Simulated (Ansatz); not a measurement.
## Convergence of CoSn2 with the half-step-shifted k-point mesh

Level of theory: DFT PBEsol, scalar-relativistic, plane waves, PAW (Ansatz).

```yaml
crystal:
  lattice:
    - [-3.18250, 3.18250, 2.72850]
    - [3.18250, -3.18250, 2.72850]
    - [3.18250, 3.18250, -2.72850]
  atoms:
    - { symbol: Co, position: [0.25000, 0.25000, 0.00000] }
    - { symbol: Co, position: [0.75000, 0.75000, 0.00000] }
    - { symbol: Sn, position: [0.65800, 0.15800, 0.81600] }
    - { symbol: Sn, position: [0.15800, 0.34200, 0.50000] }
    - { symbol: Sn, position: [0.34200, 0.84200, 0.18400] }
    - { symbol: Sn, position: [0.84200, 0.65800, 0.50000] }
```

| Property | Result |
| --- | --- |
| plane-wave cutoff | 420 eV |
| occupation rule | Gaussian smearing, 0.1 eV |
| spin treatment | unpolarised |

The atoms stay fixed while the half-step-shifted k-point mesh is varied. ΔE is the energy extrapolated to zero smearing, less that of the reference run (8×8×8 Γ-centred mesh, Gaussian smearing 0.1 eV). The cell isn't necessarily relaxed at this level. Pressure is positive in compression.

```json
{"shifted mesh": "2×2×2", "ΔE (meV/atom)": "129", "P (GPa)": "-2.78", "largest change of a force component (eV/Å)": "0.348", "irreducible points": "3"}
{"shifted mesh": "4×4×4", "ΔE (meV/atom)": "-1.01", "P (GPa)": "-4.29", "largest change of a force component (eV/Å)": "0.006", "irreducible points": "11"}
{"shifted mesh": "6×6×6", "ΔE (meV/atom)": "3.04", "P (GPa)": "-4.02", "largest change of a force component (eV/Å)": "0.003", "irreducible points": "28"}
```

Cost: 3 runs of about 0.49 core-minutes in all, on Intel Xeon Processor @ 2.50GHz (Skylake/Cascade Lake) (shared hosts).